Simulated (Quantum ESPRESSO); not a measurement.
**NbP under changes of volume**

One of the cells (16.103 Å³/atom); the others are scaled copies at fixed shape and fractional positions:

```
CELL_PARAMETERS angstrom
-1.67492 1.67492 5.74011
1.67492 -1.67492 5.74011
1.67492 1.67492 -5.74011
ATOMIC_POSITIONS crystal
Nb 0.24988 0.74988 0.50000
Nb 0.49988 0.49988 0.00000
P 0.83275 0.33275 0.50000
P 0.08275 0.08275 0.00000
```

The cell is a database's computed one.

```yaml
Program: Quantum ESPRESSO 7.5
Functional: PBEsol
Potentials_or_basis: GBRV 1.5 PBEsol
Cutoff: 612 eV
Density_cutoff: 4898 eV
k_mesh: 11 × 11 × 11
Occupations: fermi-dirac, width 0.05 eV
Spin: no spin polarisation
```

```csv
volume (Å³/atom),energy over the lowest point (meV/atom),pressure (GPa)
15.137,?,?
15.459,0.00,1.1
15.781,1.57,-3.0
16.103,11.07,-6.7
16.425,27.66,-10.1
16.747,50.61,-13.0
17.069,79.26,-15.7
```

What does the run at 15.137 Å³/atom give?

Energy over the lowest point 7.25 meV/atom; pressure 5.8 GPa.

Worked out: A Birch-Murnaghan fit of order 3 (a polynomial in V^(-2/3)) to the other rows has its minimum at 15.56 Å³/atom with B0 = V·E''(V) = 205 GPa and B' = 4.3 at fixed shape and positions, which overstates the stiffness. It gives 7.27 meV/atom at 15.137 Å³/atom, against the run's 7.25, and -dE/dV = 6.0 GPa, against 5.8.

Energies are extrapolated to zero smearing.
